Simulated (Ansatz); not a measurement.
MgF₂ (space group P4_2/mnm) relaxed with several functionals in Ansatz (plane waves to 420 eV, scalar-relativistic PAW, no spin-orbit coupling, symmetry kept). The database cell has 10.88 Å³/atom; its temperature or method isn't stated, so the comparison with it is no error of the functional. No moments.

```tsv
functional	conventional cell	V (Å³/atom)	against the database cell (%)	gap on mesh (eV)	largest moment (μB)
PBE	a = 4.698 Å, b = 4.698 Å, c = 3.093 Å, α = 90.00°, β = 90.00°, γ = 90.00°	11.38	4.6	6.84	0.00
LDA	a = 4.556 Å, b = 4.556 Å, c = 3.012 Å, α = 90.00°, β = 90.00°, γ = 90.00°	10.42	-4.2	7.09	0.00
PBE+D3(BJ)	a = 4.659 Å, b = 4.659 Å, c = 3.076 Å, α = 90.00°, β = 90.00°, γ = 90.00°	11.13	2.3	6.98	0.00
```